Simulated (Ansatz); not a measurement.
CaO:

```xyz
2
Lattice="0.0000 2.4036 2.4036 2.4036 0.0000 2.4036 2.4036 2.4036 0.0000" Properties=species:S:1:pos:R:3 pbc="T T T"
Ca    0.0000    0.0000    0.0000
O     2.4036    2.4036    2.4036
```

The cell is a database's computed one.

* Program: Ansatz 0.2.0
* Task: relaxation of cell and atoms
* Functional: PBEsol
* Dispersion: D3(BJ)
* Potentials or basis: all-electron LAPW, scalar-relativistic
* Basis error allowed: 0.001 eV/atom
* k mesh: 10 × 10 × 10
* Occupations: fermi-dirac, width 0.05 eV
* Spin: no spin polarisation

At the start: volume 13.89 Å³/atom.

**Question.** Where does the relaxation end?

**Answer.** Over 5 steps the energy falls by 13.9 meV/atom and the volume is 13.16 Å³/atom (-5.2 %); space group Fm-3m (No. 225, to 0.05 Å).

The path:
```csv
step,energy change (eV),largest force (eV/Å),volume (Å³)
1,0.0000,0.0000,27.77
2,-0.0269,0.0000,26.07
3,-0.0279,0.0000,26.35
4,-0.0279,0.0000,26.33
5,-0.0279,0.0000,26.33
```

Final structure:
```
Ca O
1.0
     0.00000    2.36110    2.36110
     2.36110    0.00000    2.36110
     2.36110    2.36110    0.00000
Ca O
1 1
Direct
  0.00000 0.00000 0.00000
  0.50000 0.50000 0.50000
```
